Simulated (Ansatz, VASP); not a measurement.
Given: the input of a run of Ansatz 0.2.0 on Sb.

File input.yaml:

```yaml
crystal:
  lattice:
    - [4.6165009761, 0.0, 0.0]
    - [0.0, 4.5078102492, 0.0]
    - [-1.3464181047, 0.0, 6.4891708272]
  atoms:
    - { symbol: Sb, position: [0.33993, 0.25, 0.68367] }
    - { symbol: Sb, position: [0.936638, 0.75, 0.762758] }
    - { symbol: Sb, position: [0.063362, 0.25, 0.237242] }
    - { symbol: Sb, position: [0.66007, 0.75, 0.31633] }
kpoints:
  mp_grid: { grid: [6, 6, 4] }
scf:
  occupations: { method: fermi_dirac, width: 0.05 }
hamiltonian:
  xc: pbesol
  pseudopotentials: { kind: all_electron, lapw: { basis_error: 0.001 } }
output:
  forces: true
  stress: true
  eigenvalues: true
```

Potentials or basis: all-electron LAPW, scalar-relativistic.

The run is started by

```console
$ ansatz run input.yaml --threads 2 --pin off --max-ram 8192MiB --backend cpu --events-out ev --progress --plain --runs-dir out
```

Set up the same calculation for VASP 6.6.1. Potentials there: VASP PAW PBE potentials, release 64 (Sb).

As run (the cutoff follows the program's own potentials):

File INCAR:

```
SYSTEM = Sb
PREC = Accurate
ENCUT = 520
EDIFF = 1E-6
ISMEAR = -1
SIGMA = 0.05
LREAL = .False.
LASPH = .True.
NELM = 100
ALGO = Normal
ISIF = 2
LWAVE = .False.
LCHARG = .False.
GGA = PS
NBANDS = 18
```

File KPOINTS:

```
regular mesh
0
Gamma
  6 6 4
  0 0 0
```

Contents of POSCAR:

```
Sb
1.0
    4.6165009761      0.0000000000      0.0000000000
    0.0000000000      4.5078102492      0.0000000000
   -1.3464181047      0.0000000000      6.4891708272
Sb
4
Direct
    0.3399300000      0.2500000000      0.6836700000
    0.9366380000      0.7500000000      0.7627580000
    0.0633620000      0.2500000000      0.2372420000
    0.6600700000      0.7500000000      0.3163300000
```

Potentials or basis: VASP PAW PBE potentials, release 64 (Sb).

Run with:

```console
$ cat potpaw_PBE.64/Sb/POTCAR > POTCAR
$ mpirun -np 1 vasp_std > vasp.out
```

Both were run:

|  | VASP | Ansatz | Ansatz less VASP |
| --- | --- | --- | --- |
| gap on the k mesh at the Fermi level (eV) | none | none | - |
| pressure (GPa) | -4.5 | -4.6 | -0.06 |
| largest component of the traceless stress (GPa) | 0.73 | 0.73 | -0.006 |
| rms of the force components (eV/Å) | 0.215 | 0.235 | +0.0195 |

Atom by atom the forces differ by 0.020 eV/Å (rms over components). A gap of «none» marks a metal or a gap that the smearing closes. Ansatz ran all-electron here, so the differences hold the error of VASP's frozen core and of both bases.

Caveats: the PAW data sets were made with another functional, which shifts forces and pressure a little (VASP). Spin-orbit coupling is left out, which matters for the levels of Sb.
